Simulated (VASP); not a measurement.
# CaS (Oldhamite) (Fm-3m) in VASP: further runs

Runs on CaS (Oldhamite). Level: PBE+D3(BJ). Tasks: single point, relaxation of cell and atoms.

Program: VASP 6.6.1. These are calculated values, not measurements. Logs are shortened: lines on timing, memory, paths and dates and some standing lists are left out, and cuts for length are marked.

## 1. Starting point

It takes space group Fm-3m (No. 225, cubic). Conventional cell: a = 5.712 Å, b = 5.712 Å, c = 5.712 Å, α = 90.00°, β = 90.00°, γ = 90.00°. Ca (site symmetry m-3m) is surrounded by 6 S at 2.86 Å. S (site symmetry m-3m) has 6 Ca at 2.86 Å as nearest neighbours.

## 2. Single point, PBE+D3(BJ) (relaxed again under DFT PBE+D3(BJ), scalar-relativistic, plane waves, PAW)

Contents of INCAR:

```
SYSTEM = CaS
ALGO = Normal
EDIFF = 1E-7
ENCUT = 520
GGA = PE
ISIF = 2
ISMEAR = 0
IVDW = 12
LASPH = .TRUE.
LCHARG = .TRUE.
LELF = .TRUE.
LREAL = .FALSE.
LVHAR = .TRUE.
LWAVE = .FALSE.
NBANDS = 15
NELM = 100
PREC = Accurate
SIGMA = 0.02
```

Contents of KPOINTS:

```
k-points
0
G
  8 8 8
  0 0 0
```

Contents of POSCAR:

```
CaS
1.0
    0.0000000000      2.8170319596      2.8170319596
    2.8170319596      0.0000000000      2.8170319596
    2.8170319596      2.8170319596      0.0000000000
Ca S
1 1
Direct
    0.0000000000      0.0000000000      0.0000000000
    0.5000000000      0.5000000000      0.5000000000
```

Potentials or basis: VASP PAW PBE potentials, release 64 (Ca_sv, S).

The run is started by

```
> cat potpaw_PBE.64/Ca_sv/POTCAR potpaw_PBE.64/S/POTCAR > POTCAR
> mpirun -np 1 vasp_std > vasp.out
```

OUTCAR:

```text
SYSTEM = CaS
   EDIFF = 1E-7
   ENCUT = 520
   GGA = PE
   ISIF = 2
   ISMEAR = 0
   IVDW = 12
   LASPH = .TRUE.
   LREAL = .FALSE.
   NELM = 100
   PREC = Accurate
 IVDW          = 12

 ion  position               nearest neighbor table
   1  0.000  0.000  0.000-   2 2.82   2 2.82   2 2.82   2 2.82   2 2.82   2 2.82
   2  0.500  0.500  0.500-   1 2.82   1 2.82   1 2.82   1 2.82   1 2.82   1 2.82

  LATTYP: Found a face centered cubic cell.
 ALAT       =     5.6340639192

  Lattice vectors:

 A1 = (   0.0000000000,   2.8170319596,   2.8170319596)
 A2 = (   2.8170319596,   0.0000000000,   2.8170319596)
 A3 = (   2.8170319596,   2.8170319596,   0.0000000000)

Analysis of symmetry for initial positions (statically):
=====================================================================
 Subroutine PRICEL returns:
 Original cell was already a primitive cell.

 Routine SETGRP: Setting up the symmetry group for a
 face centered cubic supercell.

 Subroutine GETGRP returns: Found 48 space group operations
 (whereof 48 operations were pure point group operations)
 out of a pool of 48 trial point group operations.

The static configuration has the point symmetry O_h .

Analysis of symmetry for dynamics (positions and initial velocities):
=====================================================================
 Subroutine PRICEL returns:
 Original cell was already a primitive cell.

 Routine SETGRP: Setting up the symmetry group for a
 face centered cubic supercell.

 Subroutine GETGRP returns: Found 48 space group operations
 (whereof 48 operations were pure point group operations)
 out of a pool of 48 trial point group operations.

The dynamic configuration has the point symmetry O_h .

 Subroutine INISYM returns: Found 48 space group operations
 (whereof 48 operations are pure point group operations),
 and found     1 'primitive' translations

----------------------------------------------------------------------------------------

                                     Primitive cell

  volume of cell :      44.7101

  direct lattice vectors                    reciprocal lattice vectors
     0.000000000  2.817031960  2.817031960    -0.177491774  0.177491774  0.177491774
     2.817031960  0.000000000  2.817031960     0.177491774 -0.177491774  0.177491774
     2.817031960  2.817031960  0.000000000     0.177491774  0.177491774 -0.177491774

  length of vectors
     3.983884803  3.983884803  3.983884803     0.307424771  0.307424771  0.307424771

  position of ions in fractional coordinates (direct lattice)
     0.000000000  0.000000000  0.000000000
     0.500000000  0.500000000  0.500000000

  ion indices of the primitive-cell ions
   primitive index   ion index
                 1           1
                 2           2
[... 88 lines left out ...]
   EFERMI_NEDOS =   21; number of points for ismear=-14 and -15
   IALGO  =     38    algorithm
   IMIX   =      4    mixing-type and parameters
     AMIX     =   0.40;   BMIX     =  1.00
     AMIX_MAG =   1.60;   BMIX_MAG =  1.00
  volume/ion in A,a.u.               =      22.36       150.86
  Fermi-wavevector in a.u.,A,eV,Ry     =   1.162286  2.196402 18.380233  1.350909
  Thomas-Fermi vector in A             =   2.298849
   LORBIT       =      0    0 simple, 1 ext, 2 COOP (PROOUT), +10 PAW based schemes
   GGA     = PE    functional components
   LHFCALC =     F    Hartree Fock is set to
   AEXX    =    0.0000 exact exchange contribution
   IVDW    =    12    specifies the selected vdW correction
   LEPSILON=     F    determine dielectric tensor
   LRPA    =     F    only Hartree local field effects (RPA)
 non-spin polarized calculation
 Gauss-broadening in eV      SIGMA  =   0.02
  energy-cutoff  :      520.00
  volume of cell :       44.71
 maximum number of plane-waves:      1243
 NGX is ok and might be reduce to    30
   NGX = 15   NGY = 15   NGZ = 15

 number of electron      16.0000000 magnetization

 Free energy of the ion-electron system (eV)
  ---------------------------------------------------
  ext. energy  EPLUGINS =         0.00000000
  ---------------------------------------------------
  free energy    TOTEN  =       -10.34818171 eV

  energy without entropy =      -10.34818171  energy(sigma->0) =      -10.34818171

 E-fermi :   3.1736     XC(G=0):  -9.4553

 val. band max:        2.9615990231   @ k =   0.0000   0.0000   0.0000
 cond. band min:       5.2422116142   @ k =   0.5000   0.5000   0.0000
 fundamental gap:      2.2806125910
 Fermi energy:         3.1735623848

 k-point     1 :       0.0000    0.0000    0.0000
  band No.  band energies     occupation
      1     -36.1257      2.00000
      2     -17.1099      2.00000
      3     -17.1099      2.00000
      4     -17.1099      2.00000
      5      -8.4730      2.00000
      6       2.9616      2.00000
      7       2.9616      2.00000
      8       2.9616      2.00000
      9       7.1186      0.00000
     10       7.1186      0.00000
     11       7.1186      0.00000
     12       7.3146      0.00000
     13       7.7409      0.00000
     14       7.7409      0.00000
[... 401 lines left out ...]
      2     -17.2673      2.00000
      3     -17.1665      2.00000
      4     -17.1397      2.00000
      5      -7.6359      2.00000
      6       0.2374      2.00000
      7       1.4023      2.00000
      8       1.7355      2.00000
      9       7.9902      0.00000
     10       8.3217      0.00000
     11       9.5156      0.00000
     12       9.8670      0.00000
     13      10.1417      0.00000
     14      11.1151      0.00000
     15      12.5017      0.00000

 [... further k-points ...]

------------------------ aborting loop because EDIFF is reached ----------------------------------------

 Edisp (eV)   -0.69174

 E8    (eV) :    -0.3053

  FORCE on cell =-STRESS in cart. coord.  units (eV):
  Direction    XX          YY          ZZ          XY          YZ          ZX
  --------------------------------------------------------------------------------------
  -------------------------------------------------------------------------------------
  Total       0.04944     0.04944     0.04944     0.00000    -0.00000     0.00000
  in kB       1.77173     1.77173     1.77173     0.00000    -0.00000     0.00000
  external pressure =        1.77 kB  Pullay stress =        0.00 kB

 VOLUME and BASIS-vectors are now :
 -----------------------------------------------------------------------------
  energy-cutoff  :      520.00
  volume of cell :       44.71
      direct lattice vectors                 reciprocal lattice vectors
     0.000000000  2.817031960  2.817031960    -0.177491774  0.177491774  0.177491774
     2.817031960  0.000000000  2.817031960     0.177491774 -0.177491774  0.177491774
     2.817031960  2.817031960  0.000000000     0.177491774  0.177491774 -0.177491774

 POSITION                                       TOTAL-FORCE (eV/Angst)
 -----------------------------------------------------------------------------------
      0.00000      0.00000      0.00000         0.000000      0.000000      0.000000
      2.81703      2.81703      2.81703         0.000000     -0.000000     -0.000000
 -----------------------------------------------------------------------------------
    total drift:                               -0.000000      0.000000      0.000000

  FREE ENERGIE OF THE ION-ELECTRON SYSTEM (eV)
  ---------------------------------------------------
  free  energy   TOTEN  =       -11.0399169831 eV

  energy  without entropy=      -11.0399169831  energy(sigma->0) =      -11.03991698
```

OSZICAR:

```text
N       E                     dE             d eps       ncg     rms          rms(c)
DAV:   1     0.111847874043E+03    0.11185E+03   -0.75962E+03   870   0.101E+03
DAV:   2    -0.554272004826E+01   -0.11739E+03   -0.11111E+03  1059   0.254E+02
DAV:   3    -0.103324757331E+02   -0.47898E+01   -0.47342E+01  1216   0.494E+01
DAV:   4    -0.105962716797E+02   -0.26380E+00   -0.26361E+00  1276   0.944E+00
DAV:   5    -0.105985186529E+02   -0.22470E-02   -0.22467E-02  1172   0.990E-01    0.509E+00
DAV:   6    -0.103514555922E+02    0.24706E+00   -0.37345E-01  1052   0.318E+00    0.343E+00
DAV:   7    -0.103420734133E+02    0.93822E-02   -0.10505E-01  1108   0.204E+00    0.181E+00
DAV:   8    -0.103483226401E+02   -0.62492E-02   -0.18603E-02  1003   0.116E+00    0.303E-01
DAV:   9    -0.103479180748E+02    0.40457E-03   -0.98622E-04  1080   0.322E-01    0.749E-02
DAV:  10    -0.103481397674E+02   -0.22169E-03   -0.26292E-04  1091   0.119E-01    0.253E-02
DAV:  11    -0.103481822667E+02   -0.42499E-04   -0.71284E-05  1010   0.711E-02    0.258E-02
DAV:  12    -0.103481819082E+02    0.35851E-06   -0.38353E-06  1111   0.136E-02    0.667E-03
DAV:  13    -0.103481818034E+02    0.10475E-06   -0.46650E-07  1052   0.469E-03    0.428E-04
DAV:  14    -0.103481817121E+02    0.91314E-07   -0.25698E-08   701   0.143E-03
   1 F= -.11039917E+02 E0= -.11039917E+02  d E =-.109595E-52
```

stdout:

```text
POSCAR found type information on POSCAR CaS
 POSCAR found :  2 types and       2 ions
 scaLAPACK will be used
 LDA part: xc-table for (Slater+PW92), standard interpolation
 POSCAR, INCAR and KPOINTS ok, starting setup
 FFT: planning ... GRIDC
 FFT: planning ... GRID_SOFT
 FFT: planning ... GRID
 WAVECAR not read
 entering main loop
```

Wall time 12 s (1 thread of Intel Xeon 6975P-C (Granite Rapids), shared host); peak memory 0.18 GiB.

What came out:

| Property | Result |
| --- | --- |
| Free energy | -11.0399 eV |
| Pressure | 0.2 GPa |
| Band gap on the k mesh | 2.28 eV, indirect (least direct gap 3.11 eV) |
| Dispersion energy per atom | -0.346 eV |

## 3. Relaxation of cell and atoms, PBE+D3(BJ)

Contents of INCAR:

```
  PREC = Accurate
  ENCUT = 600
  EDIFF = 1E-6
  ISMEAR = 0
  SIGMA = 0.02
  LREAL = False
  LASPH = True
  NELM = 80
  ALGO = Fast
  ISIF = 3
  LWAVE = False
  LCHARG = False
  GGA = PE
  IVDW = 12
  IBRION = 2
  NSW = 70
  EDIFFG = -0.005
```

Contents of KPOINTS:

```
regular mesh
0
Gamma
  8 8 8
```

Contents of POSCAR:

```
CaS
1.0
    0.0000000000      2.8560320322      2.8560320322
    2.8560320322      0.0000000000      2.8560320322
    2.8560320322      2.8560320322      0.0000000000
Ca S
1 1
Direct
    0.0000000000      0.0000000000      0.0000000000
    0.5000000000      0.5000000000      0.5000000000
```

Potentials or basis: VASP PAW PBE potentials, release 64 (Ca_sv, S).

The run is started by

```
> cat potpaw_PBE.64/Ca_sv/POTCAR potpaw_PBE.64/S/POTCAR > POTCAR
> mpirun -np 1 vasp_std > vasp.out
```

OUTCAR:

```text
PREC = Accurate
   ENCUT = 600
   EDIFF = 1E-6
   ISMEAR = 0
   LREAL = False
   LASPH = True
   NELM = 80
   ISIF = 3
   GGA = PE
   IVDW = 12
   IBRION = 2
   NSW = 70
   EDIFFG = -0.005
 IVDW          = 12

 ion  position               nearest neighbor table
   1  0.000  0.000  0.000-   2 2.86   2 2.86   2 2.86   2 2.86   2 2.86   2 2.86
   2  0.500  0.500  0.500-   1 2.86   1 2.86   1 2.86   1 2.86   1 2.86   1 2.86

  LATTYP: Found a face centered cubic cell.
 ALAT       =     5.7120640644

  Lattice vectors:

 A1 = (   0.0000000000,   2.8560320322,   2.8560320322)
 A2 = (   2.8560320322,   0.0000000000,   2.8560320322)
 A3 = (   2.8560320322,   2.8560320322,   0.0000000000)

Analysis of symmetry for initial positions (statically):
=====================================================================
 Subroutine PRICEL returns:
 Original cell was already a primitive cell.

 Routine SETGRP: Setting up the symmetry group for a
 face centered cubic supercell.

 Subroutine GETGRP returns: Found 48 space group operations
 (whereof 48 operations were pure point group operations)
 out of a pool of 48 trial point group operations.

The static configuration has the point symmetry O_h .

Analysis of symmetry for dynamics (positions and initial velocities):
=====================================================================
 Subroutine PRICEL returns:
[... 277 lines left out ...]

[... ionic steps 4 to 12 ...]

--------------------------------------- Ionic step       13  -------------------------------------------

 number of electron      15.9999999 magnetization

------------------------ aborting loop because EDIFF is reached ----------------------------------------
[... 75 lines left out ...]
--------------------------------------- Ionic step       15  -------------------------------------------

 number of electron      15.9999999 magnetization

 Free energy of the ion-electron system (eV)
  ---------------------------------------------------
  ext. energy  EPLUGINS =         0.00000000
  ---------------------------------------------------
  free energy    TOTEN  =       -10.35188689 eV

  energy without entropy =      -10.35188689  energy(sigma->0) =      -10.35188689

 E-fermi :   3.0706     XC(G=0):  -9.4374

 val. band max:        2.9313294966   @ k =   0.0000   0.0000   0.0000
 cond. band min:       5.2222395658   @ k =   0.5000   0.5000   0.0000
 fundamental gap:      2.2909100691
 Fermi energy:         3.0705949304

 k-point     1 :       0.0000    0.0000    0.0000
  band No.  band energies     occupation
      1     -36.1695      2.00000
      2     -17.1535      2.00000
      3     -17.1535      2.00000
      4     -17.1535      2.00000
      5      -8.4890      2.00000
      6       2.9313      2.00000
      7       2.9313      2.00000
      8       2.9313      2.00000
      9       7.0899      0.00000
     10       7.0899      0.00000
     11       7.0899      0.00000
     12       7.2586      0.00000
[... 331 lines left out ...]
 k-point    24 :      -0.3750    0.2500    0.1250
  band No.  band energies     occupation
      1     -36.1542      2.00000
      2     -17.3080      2.00000
      3     -17.2092      2.00000
      4     -17.1828      2.00000
      5      -7.6599      2.00000
      6       0.2195      2.00000
      7       1.3803      2.00000
      8       1.7129      2.00000
      9       7.9544      0.00000
     10       8.2848      0.00000
     11       9.4711      0.00000
     12       9.8179      0.00000

 [... further k-points ...]

------------------------ aborting loop because EDIFF is reached ----------------------------------------

 Edisp (eV)   -0.68884

 E8    (eV) :    -0.3040
[... 25 lines left out ...]
  FREE ENERGIE OF THE ION-ELECTRON SYSTEM (eV)
  ---------------------------------------------------
  free  energy   TOTEN  =       -11.0407231430 eV

  energy  without entropy=      -11.0407231430  energy(sigma->0) =      -11.04072314

 reached required accuracy - stopping structural energy minimisation
```

CONTCAR:

```text
CaS
   1.00000000000000
     0.0000000000000000    2.8208659431922727    2.8208659431922727
     2.8208659431922727    0.0000000000000000    2.8208659431922727
     2.8208659431922727    2.8208659431922727    0.0000000000000000
  Ca              S
     1     1
Direct
     0.0000000000000000    0.0000000000000000    0.0000000000000000
     0.5000000000000000    0.5000000000000000    0.5000000000000000

  0.00000000E+00  0.00000000E+00  0.00000000E+00
  0.00000000E+00  0.00000000E+00  0.00000000E+00
```

Wall time 48 s (1 thread of Intel Xeon 6975P-C (Granite Rapids), shared host); peak memory 0.2 GiB.

What came out:

```
Free energy                            : -11.0407 eV
Relaxed volume                         : 22.45 Å³/atom
Relaxed cell                           : a = 3.989 Å, b = 3.989 Å, c = 3.989 Å, α = 60.00°, β = 60.00°, γ = 60.00°
Space group after relaxing (to 0.05 Å) : Fm-3m (No. 225)
Energy gained by relaxing              : 6.0 meV/atom
Ionic steps                            : 15
Pressure after relaxing                : 0.0 GPa
Band gap on the k mesh                 : 2.29 eV, indirect (least direct gap 3.12 eV)
Dispersion energy per atom             : -0.344 eV
```

Step by step:
```csv
step,energy change (eV),largest force (eV/Å),pressure (GPa),volume (Å³)
1,0.0000,0.0000,-2.18,46.59
2,-0.0114,0.0000,0.51,44.49
3,-0.0121,0.0000,0.13,44.86
4,-0.0120,0.0000,-0.12,44.95
5,-0.0120,0.0000,-0.07,44.91
6,-0.0120,0.0000,-0.07,44.91
7,-0.0120,0.0000,-0.08,44.90
8,-0.0120,0.0000,-0.05,44.90
9,-0.0120,0.0000,-0.05,44.90
10,-0.0120,0.0000,-0.05,44.90
11,-0.0120,0.0000,-0.05,44.90
12,-0.0120,0.0000,-0.05,44.90
13,-0.0120,0.0000,-0.05,44.90
14,-0.0120,0.0000,-0.06,44.90
15,-0.0120,0.0000,-0.04,44.89
```

Final structure:
```yaml
crystal:
  lattice:
    - [0.00000, 2.82087, 2.82087]
    - [2.82087, 0.00000, 2.82087]
    - [2.82087, 2.82087, 0.00000]
  atoms:
    - { symbol: Ca, position: [0.00000, 0.00000, 0.00000] }
    - { symbol: S, position: [0.50000, 0.50000, 0.50000] }
```

Levels at points of the mesh, in eV from the valence-band top:
```csv
k point,band 4,band 5,band 6,band 7,band 8,band 9,band 10,band 11,band 12
"(0.00, 0.00, 0.00)",-20.08,-11.42,0.00,0.00,0.00,4.16,4.16,4.16,4.33
"(0.50, 0.00, 0.00)",-20.10,-10.55,-3.19,-1.22,-1.22,5.28,6.16,6.29,6.29
"(0.50, 0.50, 0.00)",-20.14,-10.77,-2.33,-0.83,-0.83,2.29,5.66,6.16,6.91
```

A k mesh can miss the band edges. PBE gaps usually lie below the measured ones, often by a third to a half.
